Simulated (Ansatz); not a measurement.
# InSe under changes of volume

One of the cells (29.237 Å³/atom); the others are scaled copies at fixed shape and fractional positions:

```
CELL_PARAMETERS angstrom
2.00000 1.15470 8.44000
-2.00000 1.15470 8.44000
0.00000 -2.30940 8.44000
ATOMIC_POSITIONS crystal
In 0.88860 0.88860 0.88860
In 0.00000 0.00000 0.00000
Se 0.17190 0.17190 0.17190
Se 0.38350 0.38350 0.38350
```

```yaml
Program: Ansatz 0.2.0
Functional: PBEsol
Potentials_or_basis: all-electron LAPW, scalar-relativistic
Cutoff: 273 eV (chosen from the basis error)
Basis_error_allowed: 0.001 eV/atom
k_mesh: 8 × 8 × 8
Occupations: fermi-dirac, width 0.05 eV
Spin: no spin polarisation
```

```csv
volume (Å³/atom),energy over the lowest point (meV/atom),pressure (GPa),gap on the mesh (eV),largest force (eV/Å)
27.483,20.80,3.8,0.52,0.599
28.068,?,?,?,?
28.652,2.58,1.3,0.40,0.385
29.237,0.00,0.2,0.35,0.300
29.822,1.16,-0.8,0.30,0.221
30.406,5.66,-1.6,0.25,0.212
30.991,13.12,-2.4,0.21,0.337
```

What does the run at 28.068 Å³/atom give?

Energy over the lowest point 9.34 meV/atom; pressure 2.5 GPa; gap on the mesh 0.46 eV; largest force 0.475 eV/Å.

Worked out: A Birch-Murnaghan fit of order 3 (a polynomial in V^(-2/3)) to the other rows has its minimum at 29.34 Å³/atom with B0 = V·E''(V) = 50 GPa and B' = 4.7 at fixed shape and positions, which overstates the stiffness. It gives 9.33 meV/atom at 28.068 Å³/atom, against the run's 9.34, and -dE/dV = 2.5 GPa, against 2.5. A straight line through the other rows of the gap, of slope -2.59 eV per unit of ln V (its deformation potential), gives 0.46 eV, against the run's 0.46.

Energies are extrapolated to zero smearing.

Caveats: spin-orbit coupling is left out, which moves the levels of the heavy elements.

A mesh can miss the band edges.
